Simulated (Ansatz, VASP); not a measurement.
BN in VASP and in Ansatz

```
CELL_PARAMETERS angstrom
0.00000 1.81300 1.81300
1.81300 0.00000 1.81300
1.81300 1.81300 0.00000
ATOMIC_POSITIONS crystal
B 0.00000 0.00000 0.00000
N 0.71417 0.76194 0.76194
```

Change from the starting cell: all N atoms moved +0.075 Å, as atom 2 towards its neighbour atom 1 (B) at 1.570 Å.

Alike in both runs: task single point; functional PBEsol; k mesh 12 × 12 × 12; occupations gaussian, width 0.05 eV; no spin polarisation.

```csv
,VASP,Ansatz
version,VASP 6.6.1,Ansatz 0.2.0
potentials or method,"VASP PAW PBE potentials, release 64 (B, N)","scalar-relativistic, plane waves, PAW"
plane-wave cutoff (eV),520,420
valence electrons in the cell,8,8
```

|  | VASP | Ansatz | Ansatz less VASP |
| --- | --- | --- | --- |
| gap on the k mesh at the Fermi level (eV) | 3.84 | 3.85 | +0.012 |
| least direct gap on the mesh (eV) | 8.03 | 8.04 | +0.006 |
| pressure (GPa) | -3.9 | -4.5 | -0.54 |
| largest component of the traceless stress (GPa) | 2.29 | 2.16 | -0.135 |
| rms of the force components (eV/Å) | 1.207 | 1.200 | -0.0071 |

Atom by atom the forces differ by 0.007 eV/Å (rms over components).

Caveats: the PAW data sets were made with another functional, which shifts forces and pressure a little (VASP). A k mesh can miss the band edges.
